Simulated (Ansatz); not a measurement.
Tetradymite Sb2Te3, treated with r²SCAN (PAW; Ansatz, an electronic-structure program).

Numerical settings: plane-wave cutoff 560 eV, 10×10×10 k mesh, Fermi–Dirac smearing 0.01 eV, scalar-relativistic PAW data made under PBE.

Properties against volume:

Shape and atoms are relaxed at each volume.

```csv
V (Å³/atom),P (GPa),direct gap at Γ (eV),c (Å),a (Å)
32.706,1.02,0.289,30.891,4.282
33.388,0.45,0.376,31.335,4.296
34.069,0.01,0.467,31.810,4.307
34.750,-0.30,0.561,32.333,4.315
35.432,-0.48,0.655,32.902,4.319
```

A straight line through the gaps at Γ against ln V gives a volume deformation potential dE_g(Γ)/d ln V of 4.6 eV: the gap at Γ narrows under compression.

Measured, for comparison: band gap 0.3 eV (temperature not stated, not corrected to a static lattice, compiled measured gap; kind and temperature not stated, our sources range from 0.17 to 0.30; as tabulated in Kothakonda et al. (2022), arXiv:2208.02841).

Note: for a layered or molecular solid the relaxed cell lies over 5 % above the published volume, where the minimum can be shallow; the cell comes from a level without a dispersion term, which matters for the spacing of layers, chains or molecules; the bulk modulus comes from volumes at which shape and atoms were relaxed.

Spin–orbit coupling is not included; with these elements it can move the gap by several tenths of an eV or more.
